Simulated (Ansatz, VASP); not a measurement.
**One calculation of Mo, two programs**

```
Mo
1.0
    -1.58381    1.58381    1.58381
     1.58381   -1.58381    1.58381
     1.58381    1.58381   -1.58381
Mo
1
Direct
  0.00000 0.00000 0.00000
```

Alike in both runs: task single point; functional PBEsol; k mesh 8 × 8 × 8; occupations gaussian, width 0.1 eV; no spin polarisation.

```csv
,VASP,Ansatz
version,VASP 6.6.1,Ansatz 0.2.0
potentials or method,"VASP PAW PBE potentials, release 64 (Mo_sv)","scalar-relativistic, plane waves, PAW"
plane-wave cutoff (eV),520,420
valence electrons in the cell,14,14
```

VASP gave:

```
gap on the k mesh at the Fermi level (eV) : none
pressure (GPa)                            : -8.2
```

Question: Which values does Ansatz return?

Answer: gap on the k mesh at the Fermi level (eV): none; pressure (GPa): -8.7.

A gap of «none» marks a metal or a gap that the smearing closes. Ansatz warned: «pseudo_functional_mismatch».

Caveats: the PAW data sets were made with another functional, which shifts forces and pressure a little (VASP).
